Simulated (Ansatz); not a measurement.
Runs of Ansatz 0.2.0 on C. The structure is cubic, space group Pm-3m (No. 221). The conventional cell has a = 2.620 Å, b = 2.620 Å, c = 2.620 Å, α = 90.00°, β = 90.00°, γ = 90.00°. Around C (site symmetry 4/mmm) lie 8 C at 1.85 Å. The cell was built by a generator and needn't be a form met in nature.

```csv
share of exact exchange,gap on the mesh (eV),pressure (GPa)
0.05,none,5.1
0.5,none,(a)
0.4,none,(b)
0.1,none,3.3
0.25,none,-2.2
0.15,none,1.4
0.2,none,-0.4
0.3,none,(c)
```

Alike in all rows: task single point; level HSE06 form with a typed share of exact exchange; potentials or basis Ansatz PAW; no spin polarisation; cell as given; k mesh 5 × 5 × 5; cutoff (eV) 420; smearing fermi-dirac 0.05 eV; the mesh is coarse, so values aren't converged.

Q: Fill in the values left out.

A: (a) -11.2; (b) -7.6; (c) -4.1.

Caveats: all runs use coarse meshes; the PAW data sets come from PBE, with cores solved anew for the run's functional, which leaves a small shift of forces and pressure; the thresholds are loose for stress.

A gap of «none» marks a metal or a gap under the smearing width.
